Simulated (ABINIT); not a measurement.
Input of an ABINIT 10.8.3 (patched build) run:

The input run.abi:

```
# Pseudopotentials
pp_dirpath "./"
pseudos "Au.upf"

# Structure
acell 2.8652091224 2.8652091224 2.8652091224 Angstrom
rprim
     0.0000000000     0.7071067812     0.7071067812
     0.7071067812     0.0000000000     0.7071067812
     0.7071067812     0.7071067812     0.0000000000
ntypat 1
znucl 79
natom 1
typat 1
xred
     0.0000000000     0.0000000000     0.0000000000
chkprim 0
chksymtnons 0
tolsym 1.0e-6

# Plane-wave basis
ecut 952.398519 eV

# k points
kptopt 1
ngkpt 8 8 8
nshiftk 1
shiftk 0.0 0.0 0.0

# Exchange and correlation
ixc 7

# Bands and occupations
nband 14
occopt 3
tsmear 0.00183747

# SCF cycle
nstep 100
tolvrs 1.0e-10

# Output
iomode 3
prtwf 0
prtden 0
prteig 0
prtebands 0
enunit 1
```

Potentials or basis: PseudoDojo NC SR LDA v0.4.1 standard.

The run is started by

```bash
$ mpirun --bind-to none -np 4 abinit run.abi > log 2>&1
```

Problem. Estimate the pressure.

Solution. -0.3 GPa.

Problem. What does it give for the band gap on the k mesh?

Solution. None (metal or under the smearing width).

Spin-orbit coupling is left out, which matters for the levels of Au.
